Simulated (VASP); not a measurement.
A run of VASP 6.6.1 is set up as follows.

The input INCAR:

```
PREC = Accurate
ENCUT = 600
EDIFF = 1E-7
ISMEAR = 1
SIGMA = 0.1
LREAL = False
LASPH = True
NELM = 80
ALGO = Normal
ISIF = 3
LWAVE = False
LCHARG = False
GGA = PE
IVDW = 12
IBRION = 2
NSW = 90
EDIFFG = -0.005
```

KPOINTS

```
regular mesh
0
Gamma
  15 15 7
```

Contents of POSCAR:

```
Sc                                      
1.0
    3.2729873855     -0.0000000000      0.0000000000
   -1.6364936928      2.8344902221     -0.0000000000
    0.0000000000      0.0000000000      5.0663340765
  Sc            
     2
Direct
     0.3333333332999970    0.6666666667000030    0.2500000000000000
     0.6666666667000030    0.3333333332999970    0.7500000000000000
```

Potentials or basis: VASP PAW PBE potentials, release 64 (Sc_sv).

The run is started by

```console
$ cat potpaw_PBE.64/Sc_sv/POTCAR > POTCAR
$ mpirun -np 1 vasp_std > vasp.out
```

Problem. Predict the dispersion energy per atom.

Solution. -0.408 eV.

Problem. Estimate the band gap on the k mesh.

Solution. None (metal or under the smearing width).

Final structure:
```cif
data_structure
_symmetry_space_group_name_H-M 'P 1'
_symmetry_Int_Tables_number 1
_cell_length_a 3.2730
_cell_length_b 3.2730
_cell_length_c 5.0663
_cell_angle_alpha 90.000
_cell_angle_beta 90.000
_cell_angle_gamma 120.000
_cell_volume 47.00
loop_
_atom_site_label
_atom_site_type_symbol
_atom_site_fract_x
_atom_site_fract_y
_atom_site_fract_z
_atom_site_occupancy
Sc1 Sc 0.33333 0.66667 0.25000 1
Sc2 Sc 0.66667 0.33333 0.75000 1
```

Caveat: the relaxation stopped at its first step, so nothing moved.
